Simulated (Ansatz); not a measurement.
# HgTe: strain and displacement

```
CELL_PARAMETERS angstrom
0.00000 3.22350 3.22350
3.22350 0.00000 3.22350
3.22350 3.22350 0.00000
ATOMIC_POSITIONS crystal
Hg 0.00000 0.00000 0.00000
Te 0.75000 0.75000 0.75000
```

Atoms are numbered in the order listed.

The cell is COD entry 1539232, as deposited and not checked against the literature; nothing was relaxed.

No spin–orbit coupling, which matters for the heavy atoms here.

Method: DFT, LDA, PAW with Ansatz's default frozen-core files, scalar-relativistic (Ansatz 0.2.0).

Numerical set-up: a Γ-centred 11×11×11 k mesh, Fermi–Dirac smearing of 0.03 eV, cutoff 420 eV, no spin polarisation; the PAW files were made with PBE, and the program remakes their frozen cores for this functional.

The unchanged cell is at -0.27 GPa.

In a metal, stresses and small energies carry noise from the k mesh.

x, y and z are the Cartesian axes of the cell as listed; fractional coordinates follow a strain, and an engineering shear is twice the off-diagonal strain component.

(1) One change gave: energy change +12.1 meV/atom; stress change (xx, yy, zz, yz, xz, xy) 0.23, 0.23, 0.23, 1.32, 1.32, 1.32 GPa, compression positive; change of the force on Te2 (-0.195, -0.195, -0.195) eV/Å. Which change was it?
A. equal xy, yz and zx engineering shear strains of -3 %
B. equal xy, yz and zx engineering shear strains of -2 %
C. equal xy, yz and zx engineering shear strains of -1 %
D. equal xy, yz and zx engineering shear strains of +2 %
E. equal xy, yz and zx engineering shear strains of +1 %
F. equal xy, yz and zx engineering shear strains of +3 %

Results:

(1) A. For equal xy, yz and zx engineering shear strains of -1 %: energy change +1.3 meV/atom; stress change (xx, yy, zz, yz, xz, xy) 0.02, 0.02, 0.02, 0.41, 0.41, 0.41 GPa, compression positive; change of the force on Te2 (-0.056, -0.056, -0.056) eV/Å. For equal xy, yz and zx engineering shear strains of +2 %: energy change +4.9 meV/atom; stress change (xx, yy, zz, yz, xz, xy) 0.09, 0.09, 0.09, -0.77, -0.77, -0.77 GPa, compression positive; change of the force on Te2 (0.093, 0.093, 0.093) eV/Å. For equal xy, yz and zx engineering shear strains of -2 %: energy change +5.3 meV/atom; stress change (xx, yy, zz, yz, xz, xy) 0.10, 0.10, 0.10, 0.85, 0.85, 0.85 GPa, compression positive; change of the force on Te2 (-0.121, -0.121, -0.121) eV/Å. For equal xy, yz and zx engineering shear strains of +1 %: energy change +1.2 meV/atom; stress change (xx, yy, zz, yz, xz, xy) 0.02, 0.02, 0.02, -0.39, -0.39, -0.39 GPa, compression positive; change of the force on Te2 (0.049, 0.049, 0.049) eV/Å. For equal xy, yz and zx engineering shear strains of +3 %: energy change +10.8 meV/atom; stress change (xx, yy, zz, yz, xz, xy) 0.21, 0.21, 0.21, -1.13, -1.13, -1.13 GPa, compression positive; change of the force on Te2 (0.131, 0.131, 0.131) eV/Å.
